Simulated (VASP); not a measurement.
# GaN (Fm-3m) in VASP: notebook, part 2 of 3

VASP 6.6.1. Earlier steps stand in the parts before.

### 3 G0W0 quasiparticle levels, PBE

File POSCAR:

```
GaN
1.0
    0.0000000000      2.1352350000      2.1352350000
    2.1352350000      0.0000000000      2.1352350000
    2.1352350000      2.1352350000      0.0000000000
Ga N
1 1
Direct
    0.0000000000      0.0000000000      0.0000000000
    0.5000000000      0.5000000000      0.5000000000
```

File INCAR.step1:

```
SYSTEM = GaN
PREC     = Accurate       ! precision mode
ENCUT    = 450            ! plane-wave cutoff, eV
EDIFF    = 1E-8           ! SCF threshold, eV
ISMEAR   = 0              ! smearing method
SIGMA    = 0.01           ! smearing width, eV
LREAL    = .False.        ! projectors in reciprocal space
LASPH    = .True.         ! aspherical terms in the spheres
NELM     = 60             ! most SCF steps
ALGO     = Normal         ! electronic algorithm
LWAVE    = .True.         ! write WAVECAR
LCHARG   = .False.        ! write CHGCAR
GGA      = PE             ! functional
```

File INCAR.step2:

```
SYSTEM = GaN
PREC     = Accurate       ! precision mode
ENCUT    = 450            ! plane-wave cutoff, eV
EDIFF    = 1E-8           ! SCF threshold, eV
ISMEAR   = 0              ! smearing method
SIGMA    = 0.01           ! smearing width, eV
LREAL    = .False.        ! projectors in reciprocal space
LASPH    = .True.         ! aspherical terms in the spheres
NELM     = 1              ! most SCF steps
ALGO     = Exact          ! electronic algorithm
LWAVE    = .True.         ! write WAVECAR
LCHARG   = .False.        ! write CHGCAR
GGA      = PE             ! functional
NBANDS   = 32             ! bands
LOPTICS  = .True.         ! frequency-dependent dielectric function
ISTART   = 1
```

File INCAR.step3:

```
SYSTEM = GaN
PREC     = Accurate       ! precision mode
ENCUT    = 450            ! plane-wave cutoff, eV
EDIFF    = 1E-8           ! SCF threshold, eV
ISMEAR   = 0              ! smearing method
SIGMA    = 0.01           ! smearing width, eV
LREAL    = .False.        ! projectors in reciprocal space
LASPH    = .True.         ! aspherical terms in the spheres
ALGO     = EVGW0          ! electronic algorithm
LWAVE    = .False.        ! write WAVECAR
LCHARG   = .False.        ! write CHGCAR
GGA      = PE             ! functional
NELMGW   = 1            
NBANDS   = 32             ! bands
ENCUTGW  = 100            ! cutoff of the response function
NOMEGA   = 48             ! frequency points
PRECFOCK = Fast         
ISTART   = 1            
NBANDSGW = 17
```

File KPOINTS:

```
regular mesh
0
Gamma
  4 4 4
  0 0 0
```

Potentials or basis: VASP PAW PBE potentials, release 64 (Ga_d_GW, N_GW).

Started as:

```bash
> cat potpaw_PBE.64/Ga_d_GW/POTCAR potpaw_PBE.64/N_GW/POTCAR > POTCAR
> cp INCAR.step1 INCAR
> mpirun -np 1 vasp_std > vasp.out
> cp INCAR.step2 INCAR
> mpirun -np 1 vasp_std > vasp.out
> cp INCAR.step3 INCAR
> mpirun -np 1 vasp_std > vasp.out
```

OUTCAR:

```text
SYSTEM = GaN
   PREC = Accurate
   ENCUT = 450
   EDIFF = 1E-8
   ISMEAR = 0
   LREAL = .False.
   LASPH = .True.
   GGA = PE
   NELMGW = 1
   ENCUTGW = 100
   PRECFOCK = Fast
   ISTART = 1

 Found      8 irreducible k-points:

 Following reciprocal coordinates:
            Coordinates               Weight
  0.000000  0.000000  0.000000      1.000000
  0.250000  0.000000  0.000000      8.000000
  0.500000  0.000000  0.000000      4.000000
  0.250000  0.250000  0.000000      6.000000
  0.500000  0.250000  0.000000     24.000000
 -0.250000  0.250000  0.000000     12.000000
   k-points           NKPTS =      8   k-points in BZ     NKDIM =     64   number of bands    NBANDS=     32
   number of dos      NEDOS =    301   number of ions     NIONS =      2
   total plane-waves  NPLWV =  13824
   dimension x,y,z NGX =    24 NGY =   24 NGZ =   24
   dimension x,y,z NGXF=    48 NGYF=   48 NGZF=   48
   ions per type =               1   1
   NGX,Y,Z   is equivalent  to a cutoff of  13.21, 13.21, 13.21 a.u.
   NGXF,Y,Z  is equivalent  to a cutoff of  26.43, 26.43, 26.43 a.u.
 SYSTEM =  GaN
   PREC   = accura    normal or accurate (medium, high low for compatibility)
   ISTART =      1    job   : 0-new  1-cont  2-samecut
   ICHARG =      0    charge: 1-file 2-atom 10-const
   ISPIN  =      1    spin polarized calculation?
   LNONCOLLINEAR =      F non collinear calculations
   LSORBIT =      F    spin-orbit coupling
   LASPH  =      T    aspherical Exc in radial PAW
   ENCUT  =  450.0 eV  33.07 Ry    5.75 a.u.   5.22  5.22  5.22*2*pi/ulx,y,z
   NELM   =     60;   NELMIN=  2; NELMDL=  0     # of ELM steps
   EDIFF  = 0.1E-07   stopping-criterion for ELM
   LREAL  =      F    real-space projection
   EDIFFG = 0.1E-06   stopping-criterion for IOM
   NSW    =      0    number of steps for IOM
   IBRION =     -1    ionic relax: 0-MD 1-quasi-New 2-CG
   NFREE  =      0    steps in history (QN), initial steepest desc. (CG)
   ISIF   =      0    stress and relaxation
   ISYM   =      3    0-nonsym 1-usesym 2-fastsym
   POTIM  = 0.5000    time-step for ionic-motion
   TEBEG  =    0.0;   TEEND  =   0.0 temperature during run
   PSTRESS=    0.0 pullay stress
   NELECT =      18.0000    total number of electrons
   NUPDOWN=      -1.0000    fix difference up-down
   EMIN   =  10.00;   EMAX   =-10.00  energy-range for DOS
   EFERMI =   0.00;   METHOD = LEGACY
   ISMEAR =     0;   SIGMA  =   0.01  broadening in eV -4-tet -1-fermi 0-gaus
   EFERMI_NEDOS =   21; number of points for ismear=-14 and -15
   IALGO  =     38    algorithm
   IMIX   =      4    mixing-type and parameters
     AMIX     =   0.40;   BMIX     =  1.00
     AMIX_MAG =   1.60;   BMIX_MAG =  1.00
  volume/ion in A,a.u.               =       9.74        65.70
  Fermi-wavevector in a.u.,A,eV,Ry     =   1.594814  3.013761 34.605481  2.543431
  Thomas-Fermi vector in A             =   2.692830
   LORBIT       =      0    0 simple, 1 ext, 2 COOP (PROOUT), +10 PAW based schemes
   GGA     = PE    functional components
   LHFCALC =     T    Hartree Fock is set to
   PRECFOCK=fast      Normal, Fast or Accurate (Low or Medium for compatibility)
   ENCUT4O =  -1.0   cutoff for four orbital integrals eV
   NKREDX  =     1    reduce k-point grid by
   NKREDY  =     1    reduce k-point grid by
   NKREDZ  =     1    reduce k-point grid by
   AEXX    =    1.0000 exact exchange contribution
   HFSCREEN=    0.0000 screening length (either q_TF or 0.3 A-1)
   HFSCREENC=   0.0000 screening length for correlation (either q_TF or 0.3 A-1)
   ENCUTFOCK=  -1.0 apply spherical cutoff to Coloumb kernel
   IVDW    =     0    specifies the selected vdW correction
   LEPSILON=     F    determine dielectric tensor
   LRPA    =     F    only Hartree local field effects (RPA)
   LRPAFORCE           =     F    calculate RPA forces
   ENCUTGW             = 100.0    cutoff for response function in eV
   ENCUTGWSOFT         =  80.0    soft cutoff for Coulomb kernel in GW response function in eV
   ENCUTLF             =  -1.0    cutoff for local field effects
   NELMGW              =     1    number of iterations in solving QP/BSE equation
   NELMHF              =     1    number of iterations in the inner HF iteration
   NKREDLFX            =     1    NKREDLFY  =   1   NKREDLFZ  =   1
 non-spin polarized calculation
 Gauss-broadening in eV      SIGMA  =   0.01
  energy-cutoff  :      450.00
  volume of cell :       19.47
 maximum number of plane-waves:       444
 NGX is ok and might be reduce to    24
  NGX = 12; NGY = 12; NGZ = 12
   NGX = 11   NGY = 11   NGZ = 11
 maximum number of plane-waves:        59
 NGX is ok and might be reduce to    10

 QP shifts <psi_nk| G(iteration)W_0 |psi_nk>: iteration 1
 for sc-GW calculations column KS-energies equals QP-energies in previous step
 and V_xc(KS)=  KS-energies - (<T + V_ion + V_H > + <T+V_H+V_ion>^1  + <V_x>^1)

 k-point   1 :       0.0000    0.0000    0.0000
  band No.  KS-energies  QP-energies   sigma(KS)   V_xc(KS)     V^pw_x(r,r')   Z            occupation Imag(sigma)

      1      -9.6357     -10.2495     -15.3414     -14.4653     -24.2363       0.7005       2.0000       1.5119
      2      -6.8090     -10.0139     -26.0707     -21.6620     -34.9916       0.7269       2.0000       0.2891
      3      -6.8090     -10.0139     -26.0707     -21.6620     -34.9916       0.7269       2.0000       0.2891
      4      -6.8090     -10.0139     -26.0707     -21.6620     -34.9916       0.7269       2.0000       0.2891
      5      -6.7198     -10.0120     -26.3699     -21.8505     -35.4427       0.7285       2.0000       0.3281
      6      -6.7198     -10.0120     -26.3699     -21.8505     -35.4427       0.7285       2.0000       0.3281
[... 9 lines left out ...]
     16      22.6783      23.8125     -11.1253     -12.6113      -4.4601       0.7632       0.0000      -0.6378
     17      23.2840      23.6967      -8.5476      -9.0735      -2.4463       0.7847       0.0000      -0.3901

 k-point   2 :       0.2500    0.0000    0.0000
  band No.  KS-energies  QP-energies   sigma(KS)   V_xc(KS)     V^pw_x(r,r')   Z            occupation Imag(sigma)

      1      -8.5143      -9.1046     -15.7473     -14.8919     -24.4266       0.6901       2.0000       1.3544
      2      -6.8448     -10.0620     -26.0837     -21.6545     -35.1116       0.7264       2.0000       0.3306
      3      -6.8448     -10.0620     -26.0837     -21.6545     -35.1116       0.7264       2.0000       0.3306
      4      -6.8383      -9.9922     -25.8556     -21.5120     -34.7640       0.7261       2.0000       0.3081
      5      -6.6930      -9.9472     -26.2940     -21.8294     -35.2768       0.7289       2.0000       0.3022
      6      -6.6930      -9.9472     -26.2940     -21.8294     -35.2768       0.7289       2.0000       0.3022
[... 9 lines left out ...]
     16      24.7631      25.6401     -11.0948     -12.1992      -5.3765       0.7940       0.0000      -0.5013
     17      31.5904      32.5244      -9.7166     -10.8788      -3.1112       0.8037       0.0000      -1.0647

 k-point   3 :       0.5000    0.0000    0.0000
  band No.  KS-energies  QP-energies   sigma(KS)   V_xc(KS)     V^pw_x(r,r')   Z            occupation Imag(sigma)

      1      -6.9765     -10.0445     -25.3393     -21.1076     -34.1934       0.7250       2.0000       0.3419
      2      -6.9424     -10.1165     -25.9146     -21.5317     -34.9715       0.7242       2.0000       0.3541
      3      -6.9424     -10.1165     -25.9146     -21.5317     -34.9715       0.7242       2.0000       0.3541
      4      -6.6097      -7.1508     -16.8754     -16.0975     -25.3561       0.6956       2.0000       1.1398
      5      -6.6013      -9.8617     -26.4076     -21.9335     -35.3816       0.7287       2.0000       0.2940
      6      -6.6013      -9.8617     -26.4076     -21.9335     -35.3816       0.7287       2.0000       0.2940
[... 9 lines left out ...]
     16      29.7165      30.6796     -11.8328     -13.0718      -4.8913       0.7773       0.0000      -1.1334
     17      31.7266      32.9374     -10.2233     -11.7164      -3.6182       0.8109       0.0000      -1.1870

 k-point   4 :       0.2500    0.2500    0.0000
  band No.  KS-energies  QP-energies   sigma(KS)   V_xc(KS)     V^pw_x(r,r')   Z            occupation Imag(sigma)

      1      -8.4783      -9.4966     -17.6186     -16.1577     -26.4788       0.6970       2.0000       1.1802
      2      -6.8899     -10.0711     -25.9118     -21.5324     -34.8177       0.7264       2.0000       0.2943
      3      -6.6954      -9.9185     -26.2120     -21.7848     -35.1445       0.7280       2.0000       0.2901
      4      -6.6954      -9.9185     -26.2120     -21.7848     -35.1445       0.7280       2.0000       0.2901
      5      -6.6694      -9.9714     -26.4382     -21.9075     -35.5182       0.7288       2.0000       0.3270
      6      -6.5447      -9.2536     -24.1000     -20.3591     -32.9078       0.7241       2.0000       0.5060
[... 9 lines left out ...]
     16      30.0582      31.2300     -10.8718     -12.3379      -4.4073       0.7992       0.0000      -1.0373
     17      30.0582      31.2300     -10.8718     -12.3379      -4.4073       0.7992       0.0000      -1.0373

 k-point   5 :       0.5000    0.2500    0.0000
  band No.  KS-energies  QP-energies   sigma(KS)   V_xc(KS)     V^pw_x(r,r')   Z            occupation Imag(sigma)

      1      -7.9289      -9.9715     -22.0008     -19.0915     -31.1261       0.7021       2.0000       0.7390
      2      -6.8948     -10.0446     -25.7749     -21.4353     -34.6673       0.7258       2.0000       0.3058
      3      -6.7812     -10.0205     -26.1808     -21.7318     -35.2435       0.7281       2.0000       0.3406
      4      -6.7051      -9.8938     -26.0500     -21.6664     -34.9644       0.7274       2.0000       0.3028
      5      -6.5837      -9.8447     -26.4189     -21.9489     -35.3881       0.7295       2.0000       0.2923
      6      -5.0611      -6.7067     -21.1184     -18.8560     -29.4748       0.7274       2.0000       0.7210
[... 9 lines left out ...]
     16      30.7134      31.7723     -11.0038     -12.3352      -4.4014       0.7954       0.0000      -1.0564
     17      33.7926      35.2363     -10.4461     -12.2067      -4.0495       0.8200       0.0000      -1.2272

 k-point   6 :      -0.2500    0.2500    0.0000
  band No.  KS-energies  QP-energies   sigma(KS)   V_xc(KS)     V^pw_x(r,r')   Z            occupation Imag(sigma)

      1      -7.7231      -9.4215     -20.7021     -18.2736     -29.6670       0.6994       2.0000       0.8481
      2      -6.8675     -10.0730     -26.0611     -21.6387     -35.1602       0.7248       2.0000       0.3616
      3      -6.8507      -9.9266     -25.5018     -21.2592     -34.3775       0.7250       2.0000       0.3393
      4      -6.8175      -9.9964     -25.9304     -21.5562     -34.8388       0.7267       2.0000       0.3017
      5      -6.6713      -9.9034     -26.2679     -21.8313     -35.2017       0.7285       2.0000       0.2855
      6      -5.8766      -7.9946     -22.3992     -19.4807     -30.9875       0.7257       2.0000       0.6410
[... 9 lines left out ...]
     16      27.3035      28.1922     -11.4620     -12.5973      -4.7590       0.7828       0.0000      -0.9052
     17      32.9173      34.3989     -10.2238     -12.0375      -3.9381       0.8169       0.0000      -1.1138

 [... further k-points ...]
```

It took 13 s on 1 thread of Intel Xeon 6975P-C (Granite Rapids), shared host; peak memory 0.16 GiB.

The run converged, but some of its settings lie outside the range that counts as converged, so its numbers aren't taken as properties of the crystal.

Results:

| Item | Value |
| --- | --- |
| Band gap on the k mesh, mean-field level | 0.48 eV, indirect (least direct gap 2.32 eV) |
| Quasiparticle gap | 1.30 eV |
| Least direct quasiparticle gap | 3.21 eV |

Caveat: the k mesh is coarse (spacing up to 0.64 Å⁻¹), so the values aren't converged; bands, screening cutoff and mesh are small and nothing is extrapolated, so the quasiparticle values aren't converged.

(Part 2 of 3 ends here.)
